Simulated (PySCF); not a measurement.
Isomers of C4H6, one conformer each; single-point electronic energies without zero-point terms and without any empirical dispersion term.

Computed with PySCF at PBE0/pcSseg-1, non-relativistic, each on one gas-phase PBE0-D3(BJ)/def2-SVP geometry that isn't relaxed in the solvent. The solvent is an IEF-PCM continuum (cavity from Bondi-type radii × 1.2). The model holds no explicit solvent molecules, cavitation or dispersion.

| isomer | relative energy, gas (kcal/mol) | dipole (D) |
| --- | --- | --- |
| cyclobutene (`C1=CCC1`) | 0.0 | 0.19 |
| 1-methylcyclopropene (`CC1=CC1`) | 18.3 | 0.94 |

Task: How do the relative energies look in acetonitrile (ε = 35.69)?

Result: 
```json
{"isomer": "cyclobutene (`C1=CCC1`)", "relative energy, solvent (kcal/mol)": "0.0", "E(solvent) − E(gas) (kcal/mol)": "-1.1", "dipole in solvent (D)": "0.29"}
{"isomer": "1-methylcyclopropene (`CC1=CC1`)", "relative energy, solvent (kcal/mol)": "17.9", "E(solvent) − E(gas) (kcal/mol)": "-1.5", "dipole in solvent (D)": "1.20"}
```

The order is unchanged. 1-methylcyclopropene (`CC1=CC1`) gains most from the continuum, and it has the largest gas-phase dipole. The gains span 0.4 kcal/mol, the gas-phase energies 18.3 kcal/mol.
